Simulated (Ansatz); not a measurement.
Input and command of a plane-wave DFT calculation in Ansatz:

```yaml
crystal:
  lattice:
    - [-3.0519850374, 3.0519850374, 3.0519850374]
    - [3.0519850374, -3.0519850374, 3.0519850374]
    - [3.0519850374, 3.0519850374, -3.0519850374]
  atoms:
    - { symbol: Ga, position: [0.25, 0.625, 0.375] }
    - { symbol: Ga, position: [0.375, 0.25, 0.625] }
    - { symbol: Ga, position: [0.75, 0.875, 0.125] }
    - { symbol: Ga, position: [0.125, 0.75, 0.875] }
    - { symbol: Ga, position: [0.625, 0.375, 0.25] }
    - { symbol: Ga, position: [0.875, 0.125, 0.75] }
    - { symbol: H, position: [0.625, 0.75, 0.375] }
    - { symbol: H, position: [0.25, 0.125, 0.875] }
    - { symbol: H, position: [0.875, 0.25, 0.125] }
    - { symbol: H, position: [0.75, 0.375, 0.625] }
    - { symbol: H, position: [0.375, 0.625, 0.75] }
    - { symbol: H, position: [0.125, 0.875, 0.25] }
basis:
  ecutwfc: 420
kpoints:
  mp_grid: { grid: [4, 4, 4] }
hamiltonian:
  xc: pbe
scf:
  occupations: { method: gaussian, width: 0.1 }
output:
  forces: true
  stress: true
  eigenvalues: true
```

```bash
ansatz run input.yaml --threads 2 --pin off --max-ram 5120MiB --backend cpu --events-out ev --progress --plain --runs-dir out
```

Processor: INTEL(R) XEON(R) PLATINUM 8581C CPU @ 2.10GHz (Emerald Rapids), 2 threads, on a host shared with other jobs.

Problem. How long does it run, and how much memory does it take?

Solution. About 1.3 s on 2 threads of INTEL(R) XEON(R) PLATINUM 8581C CPU @ 2.10GHz (Emerald Rapids) (shared host), peak memory 0.42 GiB. It solves 54 bands at 8 k points (the mesh reduced by the symmetry that the task leaves, which can be less than the crystal's) with about 2243 plane waves, in 6 SCF iterations.
